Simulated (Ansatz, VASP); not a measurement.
TiC in VASP and in Ansatz

The input INCAR:

```
PREC = Accurate ; ENCUT = 520
EDIFF = 1E-7 ; ISMEAR = -1
SIGMA = 0.06 ; LREAL = F
LASPH = T ; NELM = 60
ALGO = Normal ; ISIF = 2
LWAVE = F ; LCHARG = T
GGA = PE ; LELF = T
LVHAR = T ; NBANDS = 15
```

KPOINTS

```
regular mesh
0
Gamma
  4 4 4
```

POSCAR

```
TiC
1.0
    0.0000000000      2.1657188437      2.1657188437
    2.1657188437      0.0000000000      2.1657188437
    2.1657188437      2.1657188437      0.0000000000
Ti C
1 1
Direct
    0.0000000000      0.0000000000      0.0000000000
    0.5000000000      0.5000000000      0.5000000000
```

input.yaml

```yaml
crystal:
  lattice:
    - [0.0, 2.1657188437, 2.1657188437]
    - [2.1657188437, 0.0, 2.1657188437]
    - [2.1657188437, 2.1657188437, 0.0]
  atoms:
    - { symbol: Ti, position: [0.0, 0.0, 0.0] }
    - { symbol: C, position: [0.5, 0.5, 0.5] }
kpoints:
  mp_grid: { grid: [4, 4, 4] }
scf:
  occupations: { method: fermi_dirac, width: 0.06 }
hamiltonian:
  xc: pbe
  pseudopotentials: { kind: all_electron, lapw: { basis_error: 0.002 } }
output:
  forces: true
  stress: true
  eigenvalues: true
```

The cell is a database's computed one.

Alike in both runs: task single point; functional PBE; k mesh 4 × 4 × 4; occupations fermi-dirac, width 0.06 eV; no spin polarisation.

|  | VASP | Ansatz |
| --- | --- | --- |
| version | VASP 6.6.1 | Ansatz 0.2.0 |
| potentials or method | VASP PAW PBE potentials, release 64 (Ti_sv, C) | all-electron LAPW, scalar-relativistic |
| plane-wave cutoff (eV) | 520 | see its input |

|  | VASP | Ansatz | Ansatz less VASP |
| --- | --- | --- | --- |
| gap on the k mesh at the Fermi level (eV) | none | none | - |
| pressure (GPa) | -0.3 | -0.5 | -0.22 |

A gap of «none» marks a metal or a gap that the smearing closes. Ansatz ran all-electron here, so the differences hold the error of VASP's frozen core and of both bases.

Caveats: the k mesh is coarse (spacing up to 0.63 Å⁻¹), so the values aren't converged; the k mesh is thin for a metal, which can move the energy by tens of meV per atom (Ansatz).
